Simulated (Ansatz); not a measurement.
Axial (c/a) deformation path in SnS2

The calculation used DFT PBE+D3(BJ), scalar-relativistic, plane waves, PAW in Ansatz 0.2.0. Cutoff 420 eV, Γ-centred 12×12×6 k-points, Gaussian smearing of 0.05 eV. No spin polarisation. Energies are free energies at this smearing, counted from the undisturbed cell; pressure is positive in compression.

The starting cell (relaxed at this level):

```xyz
3
Lattice="3.6697 0.0000 0.0000 -1.8349 3.1781 0.0000 0.0000 0.0000 5.7999" Properties=species:S:1:pos:R:3 pbc="T T T"
Sn    0.0000    0.0000    0.0000
S     1.8349    1.0594    1.4781
S     0.0000    2.1187    4.3218
```

At fixed volume and fractional coordinates, lengths along (0.000, 0.000, 1.000) are scaled against those across it; ρ is that ratio over its starting value.

| ρ | ΔE (meV/atom) |
| --- | --- |
| 0.800 | 121.7 |
| 0.850 | 71.7 |
| 0.920 | 21.5 |
| 0.960 | 5.5 |
| 1.000 | 0.0 |
| 1.050 | 8.7 |
| 1.100 | 35.3 |
| 1.200 | 143.0 |
| 1.300 | 320.3 |

Question: Predict the pressure (GPa) at each point.

Answer:
| ρ | pressure (GPa) |
| --- | --- |
| 0.800 | -1.6 |
| 0.850 | -1.0 |
| 0.920 | -0.4 |
| 0.960 | -0.2 |
| 1.000 | 0.0 |
| 1.050 | 0.2 |
| 1.100 | 0.4 |
| 1.200 | 0.9 |
| 1.300 | 1.6 |

Cost: 9 runs of about 1 core-minutes in all, on Intel Xeon Platinum 8259CL (Skylake/Cascade Lake) (shared hosts).